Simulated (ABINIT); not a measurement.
Wanted: the native input for an ABINIT 10.8.3 (patched build) run.

```yaml
Task: single point
Functional: r2SCAN
Potentials_or_basis: JTH PAW PBE v2.0
Cutoff: 490 eV
k_mesh: 13 × 13 × 10
Occupations: fermi-dirac, width 0.05 eV
Spin: no spin polarisation
Fine-grid_cutoff: 979.61 eV
```

The system is TiB2.

```xyz
3
Lattice="3.0292 0.0000 0.0000 -1.5146 2.6234 0.0000 0.0000 0.0000 3.2284" Properties=species:S:1:pos:R:3 pbc="T T T"
Ti    0.0000    0.0000    0.0000
B     1.5146    0.8745    1.6142
B     0.0000    1.7489    1.6142
```

These files were run (other wordings do the same):

run.abi

```
# Pseudopotentials
pp_dirpath "./"
pseudos "Ti.GGA_PBE-JTH.xml, B.GGA_PBE-JTH.xml"

# Structure
acell 3.0292 3.0292 3.2284 Angstrom
rprim
     1.0000000000     0.0000000000     0.0000000000
    -0.5000000000     0.8660254038     0.0000000000
     0.0000000000     0.0000000000     1.0000000000
ntypat 2
znucl 22 5
natom 3
typat 1 2 2
xred
     0.0000000000     0.0000000000     0.0000000000
     0.6666666667     0.3333333333     0.5000000000
     0.3333333333     0.6666666667     0.5000000000

# Plane-wave basis
ecut 18.0
pawecutdg 36.0

# k points
kptopt 1
ngkpt 13 13 10
nshiftk 1
shiftk 0.0 0.0 0.0

# Exchange and correlation
ixc -497498
usekden 1
pawxcdev 0

# Bands and occupations
nband 13
occopt 3
tsmear 0.05 eV

# SCF cycle
nstep 100
tolvrs 1.0e-7

# Output
iomode 3
prtwf 0
prteig 0
prtebands 0
enunit 1
prtden 1
prtvha 1
prtvclmb 1
prtpot 1
```

Potentials or basis: JTH PAW PBE v2.0.

Run with:

```console
$ abinit run.abi > log 2>&1
```

It gave:

The pressure is -1.2 GPa and the band gap on the k mesh is none (metal or under the smearing width).

Caveat: the PAW data sets were made with another functional, which shifts forces and pressure a little; the atomic spheres overlap.

Wall time 83 s on 1 thread of Intel(R) Xeon(R) Platinum 8488C (Sapphire Rapids) (shared host), peak memory 0.15 GiB.
